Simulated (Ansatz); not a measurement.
## Structures of HfO2: which is lowest?

Plane-wave DFT in Ansatz with scalar-relativistic PAW potentials, cutoff 420 eV, Γ-centred meshes chosen by cell and gap, Gaussian smearing with energies taken to zero width. Every cell was relaxed (cell and atoms) in a run of its own, within the symmetry of its start. Functional: PBEsol.

Relaxed structures (starts from databases or built by putting these elements on another compound's sites):
A. P2_1/c, 12 atoms in the computed cell, a = 5.096 Å, b = 5.177 Å, c = 5.271 Å, β = 99.6°; sites (symmetry × multiplicity) Hf 1 × 4, O 1 × 4 + 1 × 4; start: database
B. P4_2/nmc, 6 atoms in the computed cell, a = 3.567 Å, c = 5.166 Å; sites (symmetry × multiplicity) Hf -4m2 × 2, O 2mm. × 4; start: database
C. Fm-3m, 3 atoms in the computed cell, a = 5.044 Å; sites (symmetry × multiplicity) Hf m-3m × 4, O -43m × 8; start: database
D. P4_2/mnm, 6 atoms in the computed cell, a = 4.830 Å, c = 3.210 Å; sites (symmetry × multiplicity) Hf m.mm × 2, O m.2m × 4; start: database

Task: Rank them by energy. Could pressure change the order?

Result:
| structure | group | E − E(lowest) (meV/atom) | V (Å³/atom) | gap on mesh (eV) |
| --- | --- | --- | --- | --- |
| A | P2_1/c | 0.0 | 11.43 | 3.97 |
| B | P4_2/nmc | 45 | 10.96 | 4.57 |
| D | P4_2/mnm | 58 | 12.48 | 3.89 |
| C | Fm-3m | 72 | 10.69 | 3.69 |

A is lowest, 45 meV/atom under B. B is denser by 0.47 Å³/atom, so pressure favours it: ΔE/ΔV, with ΔE in eV and 1 eV/Å³ = 160.2 GPa, gives about 15 GPa for equal enthalpy if both cells were rigid; at such pressures compression changes ΔV much, so this is a scale only. Other structures may lie lower than all of these, and vibrations aren't counted.

Spin-orbit coupling is left out, which matters for the bands of heavy elements.